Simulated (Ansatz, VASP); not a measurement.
One calculation of Rb, two programs

```
Rb
1.0
     3.60975    0.00000    0.00000
     0.00000    3.60975    0.00000
     0.00000    0.00000    3.60975
Rb
1
Direct
  0.00000 0.00000 0.00000
```

Change from the starting cell: volume scaled by 0.5, LAPW.

Alike in both runs: task single point; functional PBEsol; k mesh 9 × 9 × 9; occupations fermi-dirac, width 0.1 eV; no spin polarisation.

```csv
,VASP,Ansatz
version,VASP 6.6.1,Ansatz 0.2.0
potentials or method,"VASP PAW PBE potentials, release 64 (Rb_sv), cutoff 520 eV","all-electron LAPW, scalar-relativistic"
```

|  | VASP | Ansatz | Ansatz less VASP |
| --- | --- | --- | --- |
| pressure (GPa) | 4.8 | 4.8 | -0.01 |

Ansatz ran all-electron here, so the differences hold the error of VASP's frozen core and of both bases.

Caveats: the PAW data sets were made with another functional, which shifts forces and pressure a little (VASP).
